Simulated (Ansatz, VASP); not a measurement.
# Two plane-wave programs on BN

```xyz
2
Lattice="2.5088 0.0014 0.0000 1.2531 2.1734 0.0000 0.0000 0.0000 26.0000" Properties=species:S:1:pos:R:3 pbc="T T T"
B     1.8809    1.0874   13.0000
N     3.1348    1.8123   13.0000
```

Alike in both runs: functional PBE; dispersion D3(BJ); k mesh 10 × 10 × 1; occupations gaussian, width 0.02 eV; no spin polarisation.

Ansatz relaxed the structure, and its values are those at the end. VASP's run is a single point on that final structure, the one shown.

```csv
,VASP,Ansatz
version,VASP 6.6.1,Ansatz 0.2.0
potentials or method,"VASP PAW PBE potentials, release 64 (B, N)","scalar-relativistic, plane waves, PAW"
plane-wave cutoff (eV),520,420
valence electrons in the cell,8,8
```

|  | VASP | Ansatz | Ansatz less VASP |
| --- | --- | --- | --- |
| gap on the k mesh at the Fermi level (eV) | 4.87 | 4.87 | +0.002 |
| least direct gap on the mesh (eV) | 5.01 | 5.01 | +0.002 |

Ansatz warned: «xc_potential_rough_in_thin_density».

Expect the measured gap to be larger: semilocal functionals such as PBE lack the derivative discontinuity.
